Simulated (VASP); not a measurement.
Wanted: the native input for a VASP 6.6.1 run.

```yaml
Task: single point
Functional: PBE
Potentials_or_basis: VASP PAW PBE potentials, release 64 (Hg)
Cutoff: 520 eV
k_mesh: 6 × 6 × 2
Occupations: gaussian, width 0.1 eV
Spin: no spin polarisation
Dipole_correction: no
Further_INCAR_settings: ALGO = Normal; EDIFF = 1e-06; NBANDS = 25
```

The structure of Hg lies in POSCAR:

```
Hg
1.0
    3.3205578694      0.0000000000      0.0000000000
   -1.4721436807      3.0761348998      0.0000000000
   -0.9583293978     -1.3972993748      8.1206091033
Hg
3
Direct
    0.5860701200      0.7414222900      0.3352578100
    0.4139298800      0.2585777100      0.6647421900
    0.0000000000      0.0000000000      0.0000000000
```

One way to write it, as run:

INCAR

```
SYSTEM = Hg
PREC = Accurate
ENCUT = 520
EDIFF = 1E-6
ISMEAR = 0
SIGMA = 0.1
LREAL = .FALSE.
LASPH = .TRUE.
NELM = 60
ALGO = Normal
ISIF = 2
LWAVE = .FALSE.
LCHARG = .FALSE.
GGA = PE
NBANDS = 25
```

KPOINTS

```
regular mesh
0
G
  6 6 2
  0 0 0
```

Potentials or basis: VASP PAW PBE potentials, release 64 (Hg).

Run with:

```bash
$ cat potpaw_PBE.64/Hg/POTCAR > POTCAR
$ mpirun -np 1 vasp_std > vasp.out
```

Results of the run:

```
Pressure               : 0.6 GPa
Largest force          : 0.060 eV/Å
Band gap on the k mesh : none (metal or under the smearing width)
```

Caveat: the k mesh is coarse (spacing up to 0.39 Å⁻¹), so the values aren't converged.

Run time: 34 s on 1 thread of Intel(R) Xeon(R) Platinum 8488C (Sapphire Rapids), on a shared host, peak memory 0.24 GiB.
